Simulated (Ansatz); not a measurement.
**Ionic part of the dielectric constant of MgO, mode by mode**

Method: DFT PBEsol, scalar-relativistic, plane waves, PAW in Ansatz. Settings: 420 eV plane-wave cutoff, Γ-centred 8×8×8 mesh, fixed occupations. No spin polarisation. Phonons by linear response, acoustic sum rule imposed.

The structure is cubic, space group Fm-3m (No. 225). Conventional cell: a = 4.214 Å, b = 4.214 Å, c = 4.214 Å, α = 90.00°, β = 90.00°, γ = 90.00°. Around Mg (site symmetry m-3m) lie 6 O at 2.11 Å. O (site symmetry m-3m) is surrounded by 6 Mg at 2.11 Å.

The cell is the ideal cubic rocksalt prototype.

The primitive cell has V = 18.71 Å³ and ε∞,zz = 3.246. Each polar mode adds Δε = (4.92064×10⁷/V)·S/ν² along z, with S its oscillator strength in e²/amu, ν in cm⁻¹ and V in Å³.

Question: From these modes, find each Δε and ε0,zz.
| ν (cm⁻¹) | S_zz (e²/amu) |
| --- | --- |
| 387.6 | 0.4064 |

Answer:
| ν (cm⁻¹) | Δε |
| --- | --- |
| 387.6 | 7.11 |

The sum is 7.113, so ε0,zz = 10.36; the run's tensor has 10.36.

Question: Where do the longitudinal modes lie for a wave vector along z?

Answer: At 692 cm⁻¹. The Lyddane–Sachs–Teller product Π(ν_LO/ν_TO)² = 3.19 matches ε0/ε∞ = 3.19.

Cost: 1 run of about 0.35 core-minutes, on Intel Xeon Platinum 8259CL (Skylake/Cascade Lake) (shared hosts).

The lattice supplies most of the static response of MgO: the single polar mode at 387.6 cm⁻¹ adds 7.11, against an electronic ε∞ of 3.246. Taken with the Mg–O reduced mass, its oscillator strength implies a Born charge close to the formal divalent value, as expected for a strongly ionic oxide with little dynamical charge transfer. The large ionic term thus comes from nearly full ionic charges moving against a moderate restoring force, while the tightly bound O 2p electrons of a wide-gap insulator screen only weakly. That weak screening also leaves a strong macroscopic field, which lifts the longitudinal mode to 692 cm⁻¹.

Both dielectric constants lie somewhat above the measured ones, the electronic part probably because a semilocal functional makes the valence electrons too polarisable. The ionic part is sensitive to a slightly soft transverse mode, since it scales with the inverse square of the frequency. The Lyddane–Sachs–Teller agreement confirms internal consistency, not accuracy against experiment.
